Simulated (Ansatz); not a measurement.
**Al2Au in Ansatz: the effect of functional**

Crystal: Al2Au.

```
Au Al
1.0
     0.00000    2.97987    2.97987
     2.97987    0.00000    2.97987
     2.97987    2.97987    0.00000
Au Al
1 2
Direct
  0.00000 0.00000 0.00000
  0.75000 0.75000 0.75000
  0.25000 0.25000 0.25000
```

The cell isn't the ideal one: volume scaled by 0.98.

Alike in all runs:

```yaml
Program: Ansatz 0.2.0
Task: single point
Potentials_or_basis: Ansatz PAW
k_mesh: 8 × 8 × 8
Occupations: fermi-dirac, width 0.05 eV
Spin: no spin polarisation
```

```csv
functional,cutoff,pressure (GPa)
LDA,420 eV (not typed: the program's choice for these potentials),?
PBEsol,420 eV (not typed: the program's choice for these potentials),2.5
r2SCAN,500 eV (not typed: the program's choice for these potentials),3.0
```

Problem. What does the run with functional LDA give?

Solution. Pressure -0.4 GPa.

Caveats: the PAW data sets come from PBE, with cores solved anew for the run's functional, which leaves a small shift of forces and pressure.

Runs at the PBE level aren't shown here.
